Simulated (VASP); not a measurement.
# CaSe: kernels and solvers of the Casida equation on one ground state

CaSe, Fm-3m (no. 225), 2 atoms in the cell. PBE, TDDFT by the Casida equation; PAW potentials Se_GW, Ca_sv_GW (PBE set).

## Input

INCAR.step1:
```
PREC = Accurate
ENCUT = 280
ISMEAR = 0
SIGMA = 0.02
EDIFF = 1E-7
LASPH = True
KPAR = 4
LWAVE = True
LCHARG = False
LOPTICS = True
ALGO = Normal
NBANDS = 20
NEDOS = 2000
CSHIFT = 0.1
GGA = PE
```

INCAR.step2:
```
PREC = Accurate
ENCUT = 280
ISMEAR = 0
SIGMA = 0.02
EDIFF = 1E-7
LASPH = True
KPAR = 4
LWAVE = False
LCHARG = False
ALGO = TDHF
NBANDS = 20
NBANDSO = 4
NBANDSV = 4
IBSE = 2
NBSEEIG = 4
LHARTREE = True
LADDER = False
LFXC = True
ENCUTGW = 150
GGA = PE
PRECFOCK = Fast
ANTIRES = 0
OMEGAMAX = 25
CSHIFT = 0.15
NOMEGA = 1000
ISTART = 1
```

INCAR.step3, as INCAR.step2 but for:
```
- ANTIRES = 0
+ ANTIRES = 1
```

INCAR.step4 changes the same tag again: ANTIRES = 2.

INCAR.step5, as INCAR.step4 but for:
```
- LHARTREE = True
- LFXC = True
- ANTIRES = 2
+ LHARTREE = False
+ LFXC = False
+ ANTIRES = 0
```

INCAR.step6, as INCAR.step5 but for:
```
- LHARTREE = False
- ANTIRES = 0
+ LHARTREE = True
+ ANTIRES = 2
```

INCAR.step7, as INCAR.step6 but for:
```
- IBSE = 2
- LFXC = False
- ANTIRES = 2
+ IBSE = 3
+ LFXC = True
+ ANTIRES = 0
+ BSEPREC = High
```

INCAR.step8, as INCAR.step7 but for:
```
- IBSE = 3
- BSEPREC = High
+ IBSE = 1
```

INCAR.step9, as INCAR.step8 but for:
```
- IBSE = 1
+ IBSE = 0
```

INCAR.step10, as INCAR.step9 but for:
```
- KPAR = 4
```

KPOINTS:
```
k-points
0
Gamma
  6 6 6
```

POSCAR:
```
CaSe
1.0
    0.0000000000      2.9560000000      2.9560000000
    2.9560000000      0.0000000000      2.9560000000
    2.9560000000      2.9560000000      0.0000000000
Se Ca
1 1
Direct
    0.5000000000      0.5000000000      0.5000000000
    0.0000000000      0.0000000000      0.0000000000
```

Commands (each step's output is kept before the next begins):
```
cat potpaw_PBE.64/Se_GW/POTCAR potpaw_PBE.64/Ca_sv_GW/POTCAR > POTCAR
cp INCAR.step1 INCAR
mpirun -np 4 vasp_std > vasp.out
cp INCAR.step2 INCAR
mpirun -np 4 vasp_std > vasp.out
cp INCAR.step3 INCAR
mpirun -np 4 vasp_std > vasp.out
cp INCAR.step4 INCAR
mpirun -np 4 vasp_std > vasp.out
cp INCAR.step5 INCAR
mpirun -np 4 vasp_std > vasp.out
cp INCAR.step6 INCAR
mpirun -np 4 vasp_std > vasp.out
cp INCAR.step7 INCAR
mpirun -np 4 vasp_std > vasp.out
cp INCAR.step8 INCAR
mpirun -np 4 vasp_std > vasp.out
cp INCAR.step9 INCAR
mpirun -np 4 vasp_std > vasp.out
cp INCAR.step10 INCAR
mpirun -np 1 vasp_std > vasp.out
```

## Result

- Direct gap on the mesh (eV): 2.97
- Gap on the mesh (eV): 2.03
- Bands: 20

One ground state, settings moved in the last step alone:

| Settings | ε at zero frequency | First excitation (eV) | First bright (eV) | Time (s) |
|---|---|---|---|---|
| LOPTICS | 6.20 | – | – | 3 |
| full kernel, Tamm-Dancoff | 4.89 | 2.966 | 2.968 | 21 |
| full kernel, ANTIRES 1 | 4.78 | 2.966 | 2.969 | 21 |
| full kernel, ANTIRES 2 | 4.78 | 2.966 | 2.968 | 41 |
| independent particles | 5.01 | 2.966 | 2.966 | 10 |
| RPA: Hartree term alone, ANTIRES 2 | 4.58 | 2.966 | 2.969 | 40 |
| Lanczos (IBSE 3) | 4.89 | – | – | 16 |
| time evolution (IBSE 1) | 4.88 | – | – | 34 |
| KPAR with the old driver (IBSE 0) | – | – | – | no result |
| old driver (IBSE 0) on one core | 4.89 | 2.966 | 2.968 | 81 |

Make-up of the lowest excitation, one of several of nearly equal energy, so its shares depend on the choice among them:

| k point | From band | To band | Share |
|---|---|---|---|
| 0.500 0.500 0.000 | 8 | 9 | 0.38 |
| 0.500 0.000 0.500 | 7 | 9 | 0.35 |
| 0.000 0.500 0.500 | 7 | 9 | 0.24 |
| 0.500 0.000 0.500 | 8 | 9 | 0.02 |
| 0.500 0.500 0.000 | 7 | 9 | 0.01 |
| 0.000 0.500 0.500 | 8 | 9 | 0.00 |

Limits: The 6×6×6 mesh is coarse for a spectrum: peaks stand apart that a denser mesh merges, and ε at zero frequency can be far too high; the pairs hold 4 valence and 4 conduction bands, and what lies beyond is missing from ε.

VASP 6.6.1 took 271 s on 4 cores (AMD EPYC 9R45 (Zen 5)), a shared host.
